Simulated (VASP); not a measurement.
# KCl (Sylvite) (Fm-3m) in VASP: notebook

One crystal, KCl (Sylvite), is run at these levels: PBEsol; tasks: relaxation of the atoms.

All numbers are computed with VASP 6.6.1; they aren't measurements. Logs are shortened: lines on timing, memory, paths and dates and some standing lists are left out, and cuts for length are marked.

**1. The undisturbed crystal**

Symmetry: Fm-3m, No. 225, cubic system. Conventional cell: a = 6.293 Å, b = 6.293 Å, c = 6.293 Å, α = 90.00°, β = 90.00°, γ = 90.00°. K (site symmetry m-3m) has 6 Cl at 3.15 Å as nearest neighbours. Around Cl (site symmetry m-3m) lie 6 K at 3.15 Å.

**2. Relaxation of the atoms, PBEsol (a relaxed cell with its volume scaled by 1.02)**

File INCAR:

```
SYSTEM = KCl
PREC = Accurate
ENCUT = 600
EDIFF = 1E-7
ISMEAR = 0
SIGMA = 0.03
LREAL = .False.
LASPH = .True.
NELM = 80
ALGO = Normal
ISIF = 2
LWAVE = .False.
LCHARG = .False.
GGA = PS
IBRION = 2
NSW = 40
EDIFFG = -0.01
```

File KPOINTS:

```
Automatic mesh
0
Gamma
  8 8 8
  0 0 0
```

File POSCAR:

```
KCl                                     
1.0
    0.0000000000      3.1477052071      3.1477052071
    3.1477052071      0.0000000000      3.1477052071
    3.1477052071      3.1477052071      0.0000000000
  K               Cl            
     1     1
Direct
     0.0000000000000000    0.0000000000000000    0.0000000000000000
     0.5000000000000000    0.5000000000000000    0.5000000000000000
```

Potentials or basis: VASP PAW PBE potentials, release 64 (K_sv, Cl).

Launch:

```
$ cat potpaw_PBE.64/K_sv/POTCAR potpaw_PBE.64/Cl/POTCAR > POTCAR
$ mpirun -np 1 vasp_std > vasp.out
```

OUTCAR:

```text
SYSTEM = KCl
   PREC = Accurate
   ENCUT = 600
   EDIFF = 1E-7
   ISMEAR = 0
   LREAL = .False.
   LASPH = .True.
   NELM = 80
   ISIF = 2
   GGA = PS
   IBRION = 2
   NSW = 40
   EDIFFG = -0.01

 ion  position               nearest neighbor table
   1  0.000  0.000  0.000-   2 3.15   2 3.15   2 3.15   2 3.15   2 3.15   2 3.15
   2  0.500  0.500  0.500-   1 3.15   1 3.15   1 3.15   1 3.15   1 3.15   1 3.15

  LATTYP: Found a face centered cubic cell.
 ALAT       =     6.2954104142

  Lattice vectors:

 A1 = (   0.0000000000,   3.1477052071,   3.1477052071)
 A2 = (   3.1477052071,   0.0000000000,   3.1477052071)
 A3 = (   3.1477052071,   3.1477052071,   0.0000000000)

Analysis of symmetry for initial positions (statically):
=====================================================================
 Subroutine PRICEL returns:
 Original cell was already a primitive cell.

 Routine SETGRP: Setting up the symmetry group for a
 face centered cubic supercell.

 Subroutine GETGRP returns: Found 48 space group operations
 (whereof 48 operations were pure point group operations)
 out of a pool of 48 trial point group operations.

The static configuration has the point symmetry O_h .

Analysis of symmetry for dynamics (positions and initial velocities):
=====================================================================
 Subroutine PRICEL returns:
 Original cell was already a primitive cell.

 Routine SETGRP: Setting up the symmetry group for a
 face centered cubic supercell.

 Subroutine GETGRP returns: Found 48 space group operations
 (whereof 48 operations were pure point group operations)
 out of a pool of 48 trial point group operations.

The dynamic configuration has the point symmetry O_h .

 Subroutine INISYM returns: Found 48 space group operations
 (whereof 48 operations are pure point group operations),
 and found     1 'primitive' translations

----------------------------------------------------------------------------------------

                                     Primitive cell

  volume of cell :      62.3752

  direct lattice vectors                    reciprocal lattice vectors
     0.000000000  3.147705207  3.147705207    -0.158845879  0.158845879  0.158845879
     3.147705207  0.000000000  3.147705207     0.158845879 -0.158845879  0.158845879
     3.147705207  3.147705207  0.000000000     0.158845879  0.158845879 -0.158845879

  length of vectors
     4.451527394  4.451527394  4.451527394     0.275129133  0.275129133  0.275129133

  position of ions in fractional coordinates (direct lattice)
     0.000000000  0.000000000  0.000000000
     0.500000000  0.500000000  0.500000000

  ion indices of the primitive-cell ions
   primitive index   ion index
                 1           1
                 2           2

----------------------------------------------------------------------------------------

 KPOINTS: Automatic mesh

Automatic generation of k-mesh.
 Grid dimensions read from file:
 generate k-points for:    8    8    8

 Generating k-lattice:

  Cartesian coordinates                     Fractional coordinates (reciprocal lattice)
    -0.019855735  0.019855735  0.019855735     0.125000000  0.000000000  0.000000000
     0.019855735 -0.019855735  0.019855735     0.000000000  0.125000000  0.000000000
     0.019855735  0.019855735 -0.019855735     0.000000000  0.000000000  0.125000000

  Length of vectors
     0.034391142  0.034391142  0.034391142

  Shift w.r.t. Gamma in fractional coordinates (k-lattice)
     0.000000000  0.000000000  0.000000000

 Subroutine IBZKPT returns following result:
 ===========================================

 Found     29 irreducible k-points:

 Following reciprocal coordinates:
            Coordinates               Weight
  0.000000  0.000000  0.000000      1.000000
  0.125000  0.000000  0.000000      8.000000
  0.250000  0.000000  0.000000      8.000000
  0.375000  0.000000  0.000000      8.000000
  0.500000  0.000000  0.000000      4.000000
  0.125000  0.125000  0.000000      6.000000
[... 16 lines left out ...]
  0.500000  0.250000  0.125000     48.000000
 -0.375000  0.250000  0.125000     24.000000
 [... further k-points ...]
   k-points           NKPTS =     29   k-points in BZ     NKDIM =     29   number of bands    NBANDS=     12
   number of dos      NEDOS =    301   number of ions     NIONS =      2
   total plane-waves  NPLWV =  46656
   dimension x,y,z NGX =    36 NGY =   36 NGZ =   36
   dimension x,y,z NGXF=    72 NGYF=   72 NGZF=   72
   ions per type =               1   1
   NGX,Y,Z   is equivalent  to a cutoff of  13.44, 13.44, 13.44 a.u.
   NGXF,Y,Z  is equivalent  to a cutoff of  26.89, 26.89, 26.89 a.u.
 SYSTEM =  KCl
   PREC   = accura    normal or accurate (medium, high low for compatibility)
   ISTART =      0    job   : 0-new  1-cont  2-samecut
   ICHARG =      2    charge: 1-file 2-atom 10-const
   ISPIN  =      1    spin polarized calculation?
   LNONCOLLINEAR =      F non collinear calculations
   LSORBIT =      F    spin-orbit coupling
   LASPH  =      T    aspherical Exc in radial PAW
   ENCUT  =  600.0 eV  44.10 Ry    6.64 a.u.   8.89  8.89  8.89*2*pi/ulx,y,z
   NELM   =     80;   NELMIN=  2; NELMDL= -5     # of ELM steps
   EDIFF  = 0.1E-06   stopping-criterion for ELM
   LREAL  =      F    real-space projection
   EDIFFG = -.1E-01   stopping-criterion for IOM
   NSW    =     40    number of steps for IOM
   IBRION =      2    ionic relax: 0-MD 1-quasi-New 2-CG
   NFREE  =      1    steps in history (QN), initial steepest desc. (CG)
   ISIF   =      2    stress and relaxation
   ISYM   =      2    0-nonsym 1-usesym 2-fastsym
   POTIM  = 0.5000    time-step for ionic-motion
   TEBEG  =    0.0;   TEEND  =   0.0 temperature during run
   PSTRESS=    0.0 pullay stress
   NELECT =      16.0000    total number of electrons
   NUPDOWN=      -1.0000    fix difference up-down
   EMIN   =  10.00;   EMAX   =-10.00  energy-range for DOS
   EFERMI =   0.00;   METHOD = LEGACY
   ISMEAR =     0;   SIGMA  =   0.03  broadening in eV -4-tet -1-fermi 0-gaus
   EFERMI_NEDOS =   21; number of points for ismear=-14 and -15
   IALGO  =     38    algorithm
   IMIX   =      4    mixing-type and parameters
     AMIX     =   0.40;   BMIX     =  1.00
     AMIX_MAG =   1.60;   BMIX_MAG =  1.00
  volume/ion in A,a.u.               =      31.19       210.46
  Fermi-wavevector in a.u.,A,eV,Ry     =   1.040185  1.965665 14.721310  1.081986
  Thomas-Fermi vector in A             =   2.174750
   LORBIT       =      0    0 simple, 1 ext, 2 COOP (PROOUT), +10 PAW based schemes
   GGA     = PS    functional components
   LHFCALC =     F    Hartree Fock is set to
   AEXX    =    0.0000 exact exchange contribution
   IVDW    =     0    specifies the selected vdW correction
   LEPSILON=     F    determine dielectric tensor
   LRPA    =     F    only Hartree local field effects (RPA)
 conjugate gradient relaxation of ions
 non-spin polarized calculation
 Gauss-broadening in eV      SIGMA  =   0.03
  energy-cutoff  :      600.00
  volume of cell :       62.38
 maximum number of plane-waves:      2120
   NGX = 17   NGY = 17   NGZ = 17

 number of electron      16.0000001 magnetization

 Free energy of the ion-electron system (eV)
  ---------------------------------------------------
  ext. energy  EPLUGINS =         0.00000000
  ---------------------------------------------------
  free energy    TOTEN  =        -7.02195789 eV

  energy without entropy =       -7.02195789  energy(sigma->0) =       -7.02195789

 E-fermi :  -1.7671     XC(G=0):  -7.7149

 val. band max:       -1.9104748876   @ k =   0.0000   0.0000   0.0000
 cond. band min:       3.1088061393   @ k =   0.0000   0.0000   0.0000
 fundamental gap:      5.0192810269
 Fermi energy:        -1.7671000310

 k-point     1 :       0.0000    0.0000    0.0000
  band No.  band energies     occupation
      1     -28.9574      2.00000
      2     -14.0000      2.00000
      3     -12.4841      2.00000
      4     -12.4841      2.00000
      5     -12.4841      2.00000
      6      -1.9105      2.00000
      7      -1.9105      2.00000
      8      -1.9105      2.00000
      9       3.1088      0.00000
     10       6.3839      0.00000
     11       6.3839      0.00000
     12       6.3839      0.00000

 k-point     2 :       0.1250    0.0000    0.0000
  band No.  band energies     occupation
      1     -28.9558      2.00000
      2     -14.0298      2.00000
      3     -12.4855      2.00000
      4     -12.4855      2.00000
      5     -12.4464      2.00000
      6      -2.1075      2.00000
      7      -1.9624      2.00000
      8      -1.9624      2.00000
      9       3.4882      0.00000
     10       6.2542      0.00000
     11       6.5813      0.00000
     12       6.5813      0.00000

 k-point     3 :       0.2500    0.0000    0.0000
  band No.  band energies     occupation
      1     -28.9519      2.00000
      2     -14.0967      2.00000
      3     -12.4889      2.00000
      4     -12.4889      2.00000
      5     -12.3601      2.00000
      6      -2.5160      2.00000
      7      -2.0828      2.00000
      8      -2.0828      2.00000
      9       4.3762      0.00000
     10       6.1428      0.00000
     11       7.1422      0.00000
     12       7.1422      0.00000
[... 286 lines left out ...]
 k-point    23 :       0.5000    0.2500    0.1250
  band No.  band energies     occupation
      1     -28.9460      2.00000
      2     -14.0899      2.00000
      3     -12.5386      2.00000
      4     -12.5084      2.00000
      5     -12.3456      2.00000
      6      -2.7423      2.00000
      7      -2.2603      2.00000
      8      -2.2115      2.00000
      9       5.5731      0.00000
     10       5.9168      0.00000
     11       8.0202      0.00000
     12       8.2957      0.00000

 k-point    24 :      -0.3750    0.2500    0.1250
  band No.  band energies     occupation
      1     -28.9447      2.00000
      2     -14.0938      2.00000
      3     -12.5405      2.00000
      4     -12.5181      2.00000
      5     -12.3370      2.00000
      6      -2.7743      2.00000
      7      -2.3228      2.00000
      8      -2.2497      2.00000
      9       5.7926      0.00000
     10       6.3108      0.00000
     11       8.0628      0.00000
     12       8.1690      0.00000

 [... further k-points ...]

------------------------ aborting loop because EDIFF is reached ----------------------------------------

  FORCE on cell =-STRESS in cart. coord.  units (eV):
  Direction    XX          YY          ZZ          XY          YZ          ZX
  --------------------------------------------------------------------------------------
  -------------------------------------------------------------------------------------
  Total       -0.1390907     -0.1390907     -0.1390907      0.0000000      0.0000000     -0.0000000
  in kB       -3.5727010     -3.5727010     -3.5727010      0.0000000      0.0000000     -0.0000000
  external PRESSURE =      -3.5727010 kB  Pullay stress =       0.0000000 kB

 VOLUME and BASIS-vectors are now :
 -----------------------------------------------------------------------------
  energy-cutoff  :      600.00
  volume of cell :       62.38
      direct lattice vectors                 reciprocal lattice vectors
     0.000000000  3.147705207  3.147705207    -0.158845879  0.158845879  0.158845879
     3.147705207  0.000000000  3.147705207     0.158845879 -0.158845879  0.158845879
     3.147705207  3.147705207  0.000000000     0.158845879  0.158845879 -0.158845879

 POSITION                                       TOTAL-FORCE (eV/Angst)
 -----------------------------------------------------------------------------------
      0.00000      0.00000      0.00000         0.000000      0.000000      0.000000
      3.14771      3.14771      3.14771        -0.000000     -0.000000     -0.000000
 -----------------------------------------------------------------------------------
    total drift:                                0.000000      0.000000      0.000000

  FREE ENERGIE OF THE ION-ELECTRON SYSTEM (eV)
  ---------------------------------------------------
  free  energy   TOTEN  =        -7.0219578928 eV

  energy  without entropy=       -7.0219578928  energy(sigma->0) =       -7.02195789

 reached required accuracy - stopping structural energy minimisation
```

It took 12 s on 1 thread of Intel Xeon 6975P-C (Granite Rapids), shared host; peak memory 0.21 GiB.

What came out:

```
Free energy             : -7.0220 eV
Pressure after relaxing : -0.4 GPa
Band gap on the k mesh  : 5.02 eV, direct
```

Final structure:
```cif
data_structure
_symmetry_space_group_name_H-M 'P 1'
_symmetry_Int_Tables_number 1
_cell_length_a 4.4515
_cell_length_b 4.4515
_cell_length_c 4.4515
_cell_angle_alpha 60.000
_cell_angle_beta 60.000
_cell_angle_gamma 60.000
_cell_volume 62.38
loop_
_atom_site_label
_atom_site_type_symbol
_atom_site_fract_x
_atom_site_fract_y
_atom_site_fract_z
_atom_site_occupancy
K1 K 0.00000 0.00000 0.00000 1
Cl1 Cl 0.50000 0.50000 0.50000 1
```

Caveat: the relaxation stopped at its first step, so nothing moved; the PAW data sets were made with another functional, which shifts forces and pressure a little.

**3. Relaxation of the atoms, PBEsol (a relaxed cell with its volume scaled by 1.04)**

INCAR is that of step 2.

KPOINTS is that of step 2.

File POSCAR:

```
KCl                                     
1.0
    0.0000000000      3.1681454241      3.1681454241
    3.1681454241      0.0000000000      3.1681454241
    3.1681454241      3.1681454241      0.0000000000
  K               Cl            
     1     1
Direct
     0.0000000000000000    0.0000000000000000    0.0000000000000000
     0.5000000000000000    0.5000000000000000    0.5000000000000000
```

Potentials or basis: VASP PAW PBE potentials, release 64 (K_sv, Cl).

Launch:

```
$ cat potpaw_PBE.64/K_sv/POTCAR potpaw_PBE.64/Cl/POTCAR > POTCAR
$ mpirun -np 1 vasp_std > vasp.out
```

Run time: 13 s. Hardware: 1 thread of Intel Xeon 6975P-C (Granite Rapids), shared host; peak memory 0.21 GiB.

It converged, with:

- Free energy: -7.0181 eV
- Pressure after relaxing: -0.7 GPa
- Band gap on the k mesh: 4.96 eV, direct

Final structure:
```cif
data_structure
_symmetry_space_group_name_H-M 'P 1'
_symmetry_Int_Tables_number 1
_cell_length_a 4.4804
_cell_length_b 4.4804
_cell_length_c 4.4804
_cell_angle_alpha 60.000
_cell_angle_beta 60.000
_cell_angle_gamma 60.000
_cell_volume 63.60
loop_
_atom_site_label
_atom_site_type_symbol
_atom_site_fract_x
_atom_site_fract_y
_atom_site_fract_z
_atom_site_occupancy
K1 K 0.00000 0.00000 0.00000 1
Cl1 Cl 0.50000 0.50000 0.50000 1
```

Levels at points of the mesh, in eV from the valence-band top:
| k point | band 5 | band 6 | band 7 | band 8 | band 9 | band 10 | band 11 | band 12 |
| --- | --- | --- | --- | --- | --- | --- | --- | --- |
| (0.00, 0.00, 0.00) | -10.62 | 0.00 | 0.00 | 0.00 | 4.96 | 8.29 | 8.29 | 8.29 |
| (0.50, 0.00, 0.00) | -10.39 | -1.05 | -0.32 | -0.32 | 7.37 | 8.41 | 10.41 | 10.41 |
| (0.50, 0.50, 0.00) | -10.67 | -0.66 | -0.22 | -0.22 | 6.42 | 8.14 | 9.79 | 10.15 |

Caveat: the relaxation stopped at its first step, so nothing moved; the PAW data sets were made with another functional, which shifts forces and pressure a little. A k mesh can miss the band edges.
